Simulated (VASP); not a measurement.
# InSe in VASP: convergence with empty bands

Crystal: InSe.

```
In Se
1.0
     4.05000    0.00000    0.00000
    -2.02500    3.50740    0.00000
     0.00000    0.00000   16.93000
In Se
4 4
Direct
  0.66953 0.33326 0.84206
  0.33274 0.66650 0.34202
  0.67132 0.34068 0.65632
  0.33080 0.66633 0.15759
  0.66992 0.33867 0.39856
  0.33150 0.67165 0.89765
  0.66571 0.33095 0.10296
  0.33412 0.66618 0.60207
```

The cell isn't the ideal one: atoms moved at random, drawn with an rms of 0.02 Å.

| Item | Value |
| --- | --- |
| Program | VASP 6.6.1 |
| Task | single point |
| Functional | PBE |
| Potentials or basis | VASP PAW PBE potentials, release 64 (In_d_GW, Se_GW) |
| Cutoff | 600 eV |
| k mesh | 6 × 6 × 2 |
| Occupations | gaussian, width 0.02 eV |
| Spin | no spin polarisation |

These are the settings of the first run; the series varies empty bands, with any setting tied to it.

Hardware: 1 thread of Intel(R) Xeon(R) Platinum 8488C (Sapphire Rapids), with other jobs on the host.

| empty bands | energy less the tightest run, at zero smearing (meV/atom) | largest force (eV/Å) | SCF cycles | CPU time (s) | peak memory (GiB) |
| --- | --- | --- | --- | --- | --- |
| 1 | 0.00 | 2.926 | 42 | 1200 | 0.63 |
| 2 | 0.00 | 2.926 | 28 | 840 | 0.64 |
| 3 | 0.00 | 2.930 | 25 | 710 | 0.66 |
| 4 | 0.00 | 2.929 | 23 | 710 | 0.65 |
| 6 | 0.00 | 2.928 | 20 | 660 | 0.66 |

Against the tightest run, the energy stays within 1 meV/atom from 1 on; the largest force stays within 0.005 eV/Å from 1 on. The tightest run that finished is the yardstick and may itself not be fully converged.
